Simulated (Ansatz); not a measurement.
# Pt: the cost of one run

Computed with Ansatz 0.2.0 (DFT PBE, scalar-relativistic, plane waves, PAW, unless a step's input says otherwise).

## 1. Starting point

It takes space group P-3m1 (No. 164, trigonal). Conventional cell: a = 2.775 Å, b = 2.775 Å, c = 26.797 Å, α = 90.00°, β = 90.00°, γ = 120.00°. Around Pt (site symmetry 3m) lie 9 Pt at 2.77 Å. Pt (site symmetry 3m) has 12 Pt at 2.77 Å as nearest neighbours.

As a file:

```xyz
16
Lattice="5.5494 0.0000 0.0000 2.7747 4.8059 0.0000 0.0000 0.0000 26.7966" Properties=species:S:1:pos:R:3 pbc="T T T"
Pt    0.0000    0.0000   10.0000
Pt    2.7747    0.0000   10.0000
Pt    1.3873    2.4029   10.0000
Pt    4.1620    2.4029   10.0000
Pt    1.3873    0.8010   12.2655
Pt    4.1620    0.8010   12.2655
Pt    2.7747    3.2039   12.2655
Pt    5.5494    3.2039   12.2655
Pt    0.0000    1.6020   14.5310
Pt    2.7747    1.6020   14.5310
Pt    1.3873    4.0049   14.5310
Pt    4.1620    4.0049   14.5310
Pt    0.0000    0.0000   16.7966
Pt    2.7747    0.0000   16.7966
Pt    1.3873    2.4029   16.7966
Pt    4.1620    2.4029   16.7966
```

## 2. Single point: Pt16 slab, no spin

A dipole layer in the vacuum cancels the field that periodic copies would set up if the slab's two faces differ.

input.yaml

```yaml
crystal:
  lattice:
    - [5.5493740188, 0.0, 0.0]
    - [2.7746870094, 4.8058988753, 0.0]
    - [0.0, 0.0, 26.7965673689]
  atoms:
    - { symbol: Pt, position: [0.0, 0.0, 0.3731821267] }
    - { symbol: Pt, position: [0.5, 0.0, 0.3731821267] }
    - { symbol: Pt, position: [0.0, 0.5, 0.3731821267] }
    - { symbol: Pt, position: [0.5, 0.5, 0.3731821267] }
    - { symbol: Pt, position: [0.1666666667, 0.1666666667, 0.4577273756] }
    - { symbol: Pt, position: [0.6666666667, 0.1666666667, 0.4577273756] }
    - { symbol: Pt, position: [0.1666666667, 0.6666666667, 0.4577273756] }
    - { symbol: Pt, position: [0.6666666667, 0.6666666667, 0.4577273756] }
    - { symbol: Pt, position: [-0.1666666667, 0.3333333333, 0.5422726244] }
    - { symbol: Pt, position: [0.3333333333, 0.3333333333, 0.5422726244] }
    - { symbol: Pt, position: [-0.1666666667, 0.8333333333, 0.5422726244] }
    - { symbol: Pt, position: [0.3333333333, 0.8333333333, 0.5422726244] }
    - { symbol: Pt, position: [0.0, 0.0, 0.6268178733] }
    - { symbol: Pt, position: [0.5, 0.0, 0.6268178733] }
    - { symbol: Pt, position: [0.0, 0.5, 0.6268178733] }
    - { symbol: Pt, position: [0.5, 0.5, 0.6268178733] }
scf:
  occupations: { method: gaussian, width: 0.1 }
output:
  forces: true
hamiltonian:
  xc: pbe
kpoints:
  mp_grid: { grid: [6, 6, 1] }
efield:
  axis: 3
  dipole_correction: true
```

Started as:

```sh
ansatz run input.yaml --threads 8 --pin off --max-ram 15360MiB --backend cpu --events-out ev --progress --plain --runs-dir out
```

Q: Estimate wall time and peak memory on 8 threads of Intel Xeon 6975P-C (Granite Rapids), shared host.

About 5.3 s, with a peak of 3.4 GiB.
